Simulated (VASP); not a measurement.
# Tc (P6_3/mmc) in VASP: notebook

The runs below take Tc through single point, with PBE.

All numbers are computed with VASP 6.6.1; they aren't measurements. Logs are shortened: lines on timing, memory, paths and dates and some standing lists are left out, and cuts for length are marked.

### 1 Starting point

Symmetry: P6_3/mmc, No. 194, hexagonal system. The conventional cell has a = 2.740 Å, b = 2.740 Å, c = 4.398 Å, α = 90.00°, β = 90.00°, γ = 120.00°. Around Tc (site symmetry -6m2) lie 12 Tc at 2.71 to 2.74 Å.

### 2 Single point, PBE

Input file INCAR:

```
SYSTEM = Tc
PREC     = Normal         ! precision mode
ENCUT    = 450            ! plane-wave cutoff, eV
EDIFF    = 1E-4           ! SCF threshold, eV
ISMEAR   = 0              ! smearing method
SIGMA    = 0.1            ! smearing width, eV
LREAL    = Auto         
LASPH    = .True.         ! aspherical terms in the spheres
NELM     = 100            ! most SCF steps
ALGO     = Normal         ! electronic algorithm
ISIF     = 2              ! what is computed and relaxed
LWAVE    = .False.        ! write WAVECAR
LCHARG   = .False.        ! write CHGCAR
GGA      = PE             ! functional
ADDGRID  = .False.
```

Input file KPOINTS:

```
regular mesh
0
Gamma
  5 5 3
  0 0 0
```

Input file POSCAR:

```
Tc
1.0
    2.7400000000      0.0000000000      0.0000000000
   -1.3700000000      2.3729096064      0.0000000000
    0.0000000000      0.0000000000      4.3980000000
Tc
2
Direct
    0.6666666667      0.3333333333      0.7500000000
    0.3333333333      0.6666666667      0.2500000000
```

Potentials or basis: VASP PAW PBE potentials, release 64 (Tc_pv).

Started as:

```console
$ cat potpaw_PBE.64/Tc_pv/POTCAR > POTCAR
$ mpirun -np 1 vasp_std > vasp.out
```

OUTCAR:

```text
SYSTEM = Tc
   PREC = Normal
   ENCUT = 450
   EDIFF = 1E-4
   ISMEAR = 0
   LREAL = Auto
   LASPH = .True.
   NELM = 100
   ISIF = 2
   GGA = PE

 Found     10 irreducible k-points:

 Following reciprocal coordinates:
            Coordinates               Weight
  0.000000  0.000000  0.000000      1.000000
  0.200000 -0.000000  0.000000      6.000000
  0.400000 -0.000000  0.000000      6.000000
  0.200000  0.200000  0.000000      6.000000
  0.400000  0.200000  0.000000      6.000000
  0.000000  0.000000  0.333333      2.000000
   k-points           NKPTS =     10   k-points in BZ     NKDIM =     10   number of bands    NBANDS=     17
   number of dos      NEDOS =    301   number of ions     NIONS =      2
   total plane-waves  NPLWV =   4704
   dimension x,y,z NGX =    14 NGY =   14 NGZ =   24
   dimension x,y,z NGXF=    28 NGYF=   28 NGZF=   48
   ions per type =               2
   NGX,Y,Z   is equivalent  to a cutoff of   8.49,  8.49,  9.07 a.u.
   NGXF,Y,Z  is equivalent  to a cutoff of  16.99, 16.99, 18.14 a.u.
 SYSTEM =  Tc
   PREC   = normal    normal or accurate (medium, high low for compatibility)
   ISTART =      0    job   : 0-new  1-cont  2-samecut
   ICHARG =      2    charge: 1-file 2-atom 10-const
   ISPIN  =      1    spin polarized calculation?
   LNONCOLLINEAR =      F non collinear calculations
   LSORBIT =      F    spin-orbit coupling
   LASPH  =      T    aspherical Exc in radial PAW
   ENCUT  =  450.0 eV  33.07 Ry    5.75 a.u.   4.74  4.74  7.61*2*pi/ulx,y,z
   NELM   =    100;   NELMIN=  2; NELMDL= -5     # of ELM steps
   EDIFF  = 0.1E-03   stopping-criterion for ELM
   LREAL  =      T    real-space projection
   EDIFFG = 0.1E-02   stopping-criterion for IOM
   NSW    =      0    number of steps for IOM
   IBRION =     -1    ionic relax: 0-MD 1-quasi-New 2-CG
   NFREE  =      0    steps in history (QN), initial steepest desc. (CG)
   ISIF   =      2    stress and relaxation
   ISYM   =      2    0-nonsym 1-usesym 2-fastsym
   POTIM  = 0.5000    time-step for ionic-motion
   TEBEG  =    0.0;   TEEND  =   0.0 temperature during run
   PSTRESS=    0.0 pullay stress
   NELECT =      26.0000    total number of electrons
   NUPDOWN=      -1.0000    fix difference up-down
   EMIN   =  10.00;   EMAX   =-10.00  energy-range for DOS
   EFERMI =   0.00;   METHOD = LEGACY
   ISMEAR =     0;   SIGMA  =   0.10  broadening in eV -4-tet -1-fermi 0-gaus
   EFERMI_NEDOS =   21; number of points for ismear=-14 and -15
   IALGO  =     38    algorithm
   IMIX   =      4    mixing-type and parameters
     AMIX     =   0.40;   BMIX     =  1.00
     AMIX_MAG =   1.60;   BMIX_MAG =  1.00
  volume/ion in A,a.u.               =      14.30        96.48
  Fermi-wavevector in a.u.,A,eV,Ry     =   1.586002  2.997108 34.224109  2.515401
  Thomas-Fermi vector in A             =   2.685380
   LORBIT       =      0    0 simple, 1 ext, 2 COOP (PROOUT), +10 PAW based schemes
   GGA     = PE    functional components
   LHFCALC =     F    Hartree Fock is set to
   AEXX    =    0.0000 exact exchange contribution
   IVDW    =     0    specifies the selected vdW correction
   LEPSILON=     F    determine dielectric tensor
   LRPA    =     F    only Hartree local field effects (RPA)
 non-spin polarized calculation
 Gauss-broadening in eV      SIGMA  =   0.10
  energy-cutoff  :      450.00
  volume of cell :       28.59
 maximum number of plane-waves:       627
   NGX =  9   NGY =  9   NGZ = 15

 number of electron      26.0000011 magnetization

 Free energy of the ion-electron system (eV)
  ---------------------------------------------------
  ext. energy  EPLUGINS =         0.00000000
  ---------------------------------------------------
  free energy    TOTEN  =       -20.82741283 eV

  energy without entropy =      -20.82071103  energy(sigma->0) =      -20.82406193

 E-fermi :  12.5216     XC(G=0): -13.8038

 val. band max:       12.5080740750   @ k =   0.2000  -0.0000   0.0000
 cond. band min:      12.5483097506   @ k =   0.0000   0.0000   0.0000
 fundamental gap:      0.0402356756
 Fermi energy:        12.5216164641

 k-point     1 :       0.0000    0.0000    0.0000
  band No.  band energies     occupation
      1     -26.7807      2.00000
      2     -25.6868      2.00000
      3     -25.6868      2.00000
      4     -25.5021      2.00000
      5     -25.5021      2.00000
      6     -25.4511      2.00000
      7       5.3442      2.00000
      8       7.2378      2.00000
      9      11.1037      2.00000
     10      11.1037      2.00000
     11      11.1760      2.00000
     12      11.8195      2.00000
     13      11.8195      2.00000
     14      12.5483      0.70580
     15      12.5483      0.70575
     16      14.3368      0.00000
     17      15.1985      0.00000

 k-point     2 :       0.2000   -0.0000    0.0000
  band No.  band energies     occupation
      1     -26.6277      2.00000
      2     -26.0169      2.00000
      3     -25.8344      2.00000
      4     -25.7906      2.00000
      5     -25.5511      2.00000
      6     -25.5203      2.00000
      7       6.6759      2.00000
      8       8.1056      2.00000
      9       9.9713      2.00000
     10      10.4560      2.00000
     11      11.2279      2.00000
     12      11.7815      2.00000
     13      12.3388      1.99026
     14      12.3697      1.96829
     15      12.5081      1.15188
     16      12.9616      0.00000
     17      15.6255      0.00000

 k-point     3 :       0.4000   -0.0000    0.0000
  band No.  band energies     occupation
      1     -26.5437      2.00000
      2     -26.3320      2.00000
      3     -26.2951      2.00000
      4     -25.9451      2.00000
      5     -25.7145      2.00000
      6     -25.6395      2.00000
      7       7.4587      2.00000
      8       8.0821      2.00000
      9       8.2401      2.00000
     10      10.9012      2.00000
     11      11.2012      2.00000
     12      11.6272      2.00000
     13      11.9201      2.00000
     14      15.0074      0.00000
     15      15.4091      0.00000
     16      15.9371      0.00000
     17      15.9490      0.00000

 k-point     4 :       0.2000    0.2000    0.0000
  band No.  band energies     occupation
      1     -26.3761      2.00000
      2     -26.2987      2.00000
      3     -26.2752      2.00000
      4     -25.9216      2.00000
      5     -25.7387      2.00000
      6     -25.6602      2.00000
      7       8.4728      2.00000
      8       8.7811      2.00000
      9       8.9206      2.00000
     10       9.1158      2.00000
     11      10.6345      2.00000
     12      11.4802      2.00000
     13      12.0143      2.00000
     14      13.2266      0.00000
     15      14.7309      0.00000
     16      15.5997      0.00000
     17      15.8624      0.00000

 k-point     5 :       0.4000    0.2000    0.0000
  band No.  band energies     occupation
      1     -26.5330      2.00000
      2     -26.3198      2.00000
      3     -26.1448      2.00000
      4     -26.1166      2.00000
      5     -25.8691      2.00000
      6     -25.8496      2.00000
      7       7.9487      2.00000
      8       8.3583      2.00000
      9       8.8820      2.00000
     10      10.5892      2.00000
     11      10.5905      2.00000
     12      11.2210      2.00000
     13      12.3354      1.99154
     14      14.9543      0.00000
     15      15.4851      0.00000
     16      15.5297      0.00000
     17      19.1351      0.00000

 k-point     6 :       0.0000    0.0000    0.3333
  band No.  band energies     occupation
      1     -26.4650      2.00000
      2     -25.8007      2.00000
      3     -25.6412      2.00000
      4     -25.6412      2.00000
      5     -25.5488      2.00000
      6     -25.5488      2.00000
      7       6.4406      2.00000
      8       7.4789      2.00000
      9      10.7109      2.00000
     10      10.8667      2.00000
     11      10.8667      2.00000
     12      11.2840      2.00000
     13      11.2840      2.00000
     14      11.8817      2.00000
     15      13.7238      0.00000
     16      13.7239      0.00000
     17      15.0508      0.00000

 [... further k-points ...]
[... 5 lines left out ...]
  --------------------------------------------------------------------------------------
  -------------------------------------------------------------------------------------
  Total        0.0921716      0.0921716     -0.3428708      0.0000000      0.0000000      0.0000000
  in kB        5.1644086      5.1644086    -19.2111844      0.0000000      0.0000000      0.0000000
  external PRESSURE =      -2.9607890 kB  Pullay stress =       0.0000000 kB

 VOLUME and BASIS-vectors are now :
 -----------------------------------------------------------------------------
  energy-cutoff  :      450.00
  volume of cell :       28.59
      direct lattice vectors                 reciprocal lattice vectors
     2.740000000  0.000000000  0.000000000     0.364963504  0.210711777  0.000000000
    -1.370000000  2.372909606  0.000000000     0.000000000  0.421423554  0.000000000
     0.000000000  0.000000000  4.398000000     0.000000000  0.000000000  0.227376080

 POSITION                                       TOTAL-FORCE (eV/Angst)
 -----------------------------------------------------------------------------------
      1.37000      0.79097      3.29850        -0.000000      0.000000      0.000000
     -0.00000      1.58194      1.09950         0.000000     -0.000000      0.000000
 -----------------------------------------------------------------------------------
    total drift:                               -0.000000      0.000000     -0.000000

  FREE ENERGIE OF THE ION-ELECTRON SYSTEM (eV)
  ---------------------------------------------------
  free  energy   TOTEN  =       -20.8274128313 eV

  energy  without entropy=      -20.8207110254  energy(sigma->0) =      -20.82406193
```

It took 6.4 s on 1 thread of AMD EPYC 7R43 (Zen 3), shared host; peak memory 0.08 GiB.

These settings aren't checked as converged: the numbers below hold their error.

What came out:

- Free energy: -20.8274 eV
- Pressure: -0.3 GPa
- Band gap on the k mesh: none (metal or under the smearing width)

Caveat: the k mesh is coarse (spacing up to 0.53 Å⁻¹), so the values aren't converged.

### 3 Single point, PBE

Input file INCAR:

```
SYSTEM = Tc
PREC     = Accurate       ! precision mode
ENCUT    = 250            ! plane-wave cutoff, eV
EDIFF    = 1E-6           ! SCF threshold, eV
ISMEAR   = 0              ! smearing method
SIGMA    = 0.1            ! smearing width, eV
LREAL    = .False.        ! projectors in reciprocal space
LASPH    = .True.         ! aspherical terms in the spheres
NELM     = 100            ! most SCF steps
ALGO     = Normal         ! electronic algorithm
ISIF     = 2              ! what is computed and relaxed
LWAVE    = .False.        ! write WAVECAR
LCHARG   = .False.        ! write CHGCAR
GGA      = PE             ! functional
ADDGRID  = .False.
```

Input file KPOINTS:

```
regular mesh
0
Gamma
  7 7 4
  0 0 0
```

POSCAR is that of step 2.

Potentials or basis: VASP PAW PBE potentials, release 64 (Tc_pv).

Started as:

```console
$ cat potpaw_PBE.64/Tc_pv/POTCAR > POTCAR
$ mpirun -np 1 vasp_std > vasp.out
```

OUTCAR:

```text
SYSTEM = Tc
   PREC = Accurate
   ENCUT = 250
   EDIFF = 1E-6
   ISMEAR = 0
   LREAL = .False.
   LASPH = .True.
   NELM = 100
   ISIF = 2
   GGA = PE

 Found     24 irreducible k-points:

 Following reciprocal coordinates:
            Coordinates               Weight
  0.000000  0.000000  0.000000      1.000000
  0.142857  0.000000  0.000000      6.000000
  0.285714 -0.000000  0.000000      6.000000
  0.428571  0.000000  0.000000      6.000000
  0.142857  0.142857  0.000000      6.000000
  0.285714  0.142857  0.000000     12.000000
   k-points           NKPTS =     24   k-points in BZ     NKDIM =     24   number of bands    NBANDS=     17
   number of dos      NEDOS =    301   number of ions     NIONS =      2
   total plane-waves  NPLWV =   4704
   dimension x,y,z NGX =    14 NGY =   14 NGZ =   24
   dimension x,y,z NGXF=    28 NGYF=   28 NGZF=   48
   ions per type =               2
   NGX,Y,Z   is equivalent  to a cutoff of   8.49,  8.49,  9.07 a.u.
   NGXF,Y,Z  is equivalent  to a cutoff of  16.99, 16.99, 18.14 a.u.
 SYSTEM =  Tc
   PREC   = accura    normal or accurate (medium, high low for compatibility)
   ISTART =      0    job   : 0-new  1-cont  2-samecut
   ICHARG =      2    charge: 1-file 2-atom 10-const
   ISPIN  =      1    spin polarized calculation?
   LNONCOLLINEAR =      F non collinear calculations
   LSORBIT =      F    spin-orbit coupling
   LASPH  =      T    aspherical Exc in radial PAW
   ENCUT  =  250.0 eV  18.37 Ry    4.29 a.u.   3.53  3.53  5.67*2*pi/ulx,y,z
   NELM   =    100;   NELMIN=  2; NELMDL= -5     # of ELM steps
[... 49 lines left out ...]

 E-fermi :  12.5874     XC(G=0): -13.7986

 val. band max:       12.5697395922   @ k =   0.2857   0.1429   0.5000
 cond. band min:      12.6142426918   @ k =   0.4286   0.1429   0.2500
 fundamental gap:      0.0445030996
 Fermi energy:        12.5874149076

 k-point     1 :       0.0000    0.0000    0.0000
  band No.  band energies     occupation
      1     -26.7690      2.00000
      2     -25.6624      2.00000
      3     -25.6623      2.00000
      4     -25.4434      2.00000
      5     -25.4434      2.00000
      6     -25.4338      2.00000
[... 97 lines left out ...]
      4     -25.9319      2.00000
      5     -25.6950      2.00000
      6     -25.6927      2.00000
[... 9 lines left out ...]
     16      15.6685      0.00000
     17      16.3905      0.00000

 [... further k-points ...]
[... 5 lines left out ...]
  --------------------------------------------------------------------------------------
  -------------------------------------------------------------------------------------
  Total       -3.7228473     -3.7228473     -3.3236139      0.0000000      0.0000000      0.0000000
  in kB     -208.5925646   -208.5925646   -186.2233612      0.0000000      0.0000000      0.0000000
  external PRESSURE =    -201.1361635 kB  Pullay stress =       0.0000000 kB

 VOLUME and BASIS-vectors are now :
 -----------------------------------------------------------------------------
  energy-cutoff  :      250.00
  volume of cell :       28.59
      direct lattice vectors                 reciprocal lattice vectors
     2.740000000  0.000000000  0.000000000     0.364963504  0.210711777  0.000000000
    -1.370000000  2.372909606  0.000000000     0.000000000  0.421423554  0.000000000
     0.000000000  0.000000000  4.398000000     0.000000000  0.000000000  0.227376080

 POSITION                                       TOTAL-FORCE (eV/Angst)
 -----------------------------------------------------------------------------------
      1.37000      0.79097      3.29850         0.000000      0.000000      0.000000
     -0.00000      1.58194      1.09950        -0.000000     -0.000000      0.000000
 -----------------------------------------------------------------------------------
    total drift:                               -0.000000      0.000000     -0.000000

  FREE ENERGIE OF THE ION-ELECTRON SYSTEM (eV)
  ---------------------------------------------------
  free  energy   TOTEN  =       -20.6300931268 eV

  energy  without entropy=      -20.6121519467  energy(sigma->0) =      -20.62112254
```

stdout:

```text
POSCAR found type information on POSCAR Tc
 POSCAR found :  1 types and       2 ions
 scaLAPACK will be used
 LDA part: xc-table for (Slater+PW92), standard interpolation
 POSCAR, INCAR and KPOINTS ok, starting setup
 FFT: planning ... GRIDC
 FFT: planning ... GRID_SOFT
 FFT: planning ... GRID
 WAVECAR not read
 entering main loop
```

It took 7.7 s on 1 thread of AMD EPYC 7R43 (Zen 3), shared host; peak memory 0.08 GiB.

The run converged, but a check on its numbers failed (symmetry, net force, bounds or a known fault of this set-up), so they aren't taken as properties of the crystal.

Caveat: the k mesh is coarse (spacing up to 0.38 Å⁻¹), so the values aren't converged; the cutoff lies under the usual one of these potentials, so the numbers hold a large basis-set error.

### 4 Single point, PBE

Edit INCAR of step 3 so:

```diff
@@ -2,3 +2,3 @@
 PREC     = Accurate       ! precision mode
-ENCUT    = 250            ! plane-wave cutoff, eV
+ENCUT    = 700            ! plane-wave cutoff, eV
 EDIFF    = 1E-6           ! SCF threshold, eV
```

Input file KPOINTS:

```
regular mesh
0
Gamma
  4 4 3
  0 0 0
```

POSCAR is that of step 3.

Started as:

```console
$ cat potpaw_PBE.64/Tc_pv/POTCAR > POTCAR
$ mpirun -np 1 vasp_std > vasp.out
```

It took 8.9 s on 1 thread of AMD EPYC 7R43 (Zen 3), shared host; peak memory 0.12 GiB.

These settings aren't checked as converged: the numbers below hold their error.

Results:

```yaml
Free_energy: -20.7669 eV
Pressure: 3.9 GPa
Band_gap_on_the_k_mesh: none (metal or under the smearing width)
```

Caveat: the k mesh is coarse (spacing up to 0.66 Å⁻¹), so the values aren't converged.

### 5 For comparison

An earlier run on the cell as given: functional PBE; potentials or basis VASP PAW PBE potentials, release 64 (Tc_pv); cutoff 520 eV; k mesh 11 × 11 × 6; occupations fermi-dirac, width 0.05 eV; no spin polarisation.

* Pressure: 2.3 GPa
* Band gap on the k mesh: none (metal or under the smearing width)
